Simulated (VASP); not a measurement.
A run of VASP 6.6.1 is set up as follows.

The input INCAR:

```
PREC = Accurate
ENCUT = 520
EDIFF = 1E-6
ISMEAR = 0
SIGMA = 0.1
LREAL = F
LASPH = T
NELM = 100
ALGO = Fast
ISIF = 2
LWAVE = F
LCHARG = F
GGA = PE
NBANDS = 48
```

Contents of KPOINTS:

```
Automatic mesh
0
Gamma
  8 8 8
```

File POSCAR:

```
Hf7S
1.0
    0.0000000000      4.3894116251      4.3894116251
    4.3894116251      0.0000000000      4.3894116251
    4.3894116251      4.3894116251      0.0000000000
Hf S
7 1
Direct
    0.5000000000      0.5000000000      0.5000000000
    0.0000000000      0.5000000000      0.0000000000
    0.5000000000      0.0000000000      0.0000000000
    0.0000000000      0.5000000000      0.5000000000
    0.5000000000      0.0000000000      0.5000000000
    0.0000000000      0.0000000000      0.5000000000
    0.5000000000      0.5000000000      0.0000000000
    0.0000000000      0.0000000000      0.0000000000
```

Potentials or basis: VASP PAW PBE potentials, release 64 (Hf_pv, S).

Run with:

```console
$ cat potpaw_PBE.64/Hf_pv/POTCAR potpaw_PBE.64/S/POTCAR > POTCAR
$ mpirun -np 1 vasp_std > vasp.out
```

Problem. Estimate the pressure.

Solution. -0.5 GPa.

Problem. Predict the band gap on the k mesh.

Solution. None (metal or under the smearing width).

Spin-orbit coupling is left out, which matters for the levels of Hf.
